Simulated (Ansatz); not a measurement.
# Relaxing selenium (dhcp)

All numbers below come from Ansatz, DFT, revPBE, plane waves (420 eV) with PAW, scalar-relativistic. (PAW data from PBE, frozen cores regenerated.)

k-point mesh 12×12×3, Fermi-Dirac smearing 0.1 eV, no spin polarisation. Cell and atoms relax.

Starting structure:

```yaml
crystal:
  lattice:
    - [3.1360302227, 0.0, 0.0]
    - [-1.5680151114, 2.7158818399, 0.0]
    - [0.0, 0.0, 10.2422747074]
  atoms:
    - { symbol: Se, position: [0.0, 0.0, 0.0] }
    - { symbol: Se, position: [0.0, 0.0, 0.5] }
    - { symbol: Se, position: [0.3333333333, 0.6666666667, 0.25] }
    - { symbol: Se, position: [0.6666666667, 0.3333333333, 0.75] }
hamiltonian:
  xc: revpbe
  pseudopotentials:
    kind: paw
    azcp:
      Se: "pseudopotentials/Se.paw.azcp"
basis:
  ecutwfc: 420
  fft_grid_basis: typed
kpoints:
  mp_grid: { grid: [12, 12, 3], shift: [0, 0, 0] }
magnetization:
  spin_polarized: false
scf:
  occupations: { method: fermi_dirac, width: 0.1 }
relax:
  max_steps: 60
  f_tol: 0.01
  cell: {}
```

Q: What cell does the relaxation end in?

A: P6_3/mmc with a = 3.851 Å, c = 7.257 Å (c/a = 1.885); 23.30 Å³ per atom against 21.81 at the start (6.8 %).

The cell has left the dhcp structure type; it ends in P6_3/mmc.

Q: How much energy does the relaxation gain?

A: 426.6 meV per atom.
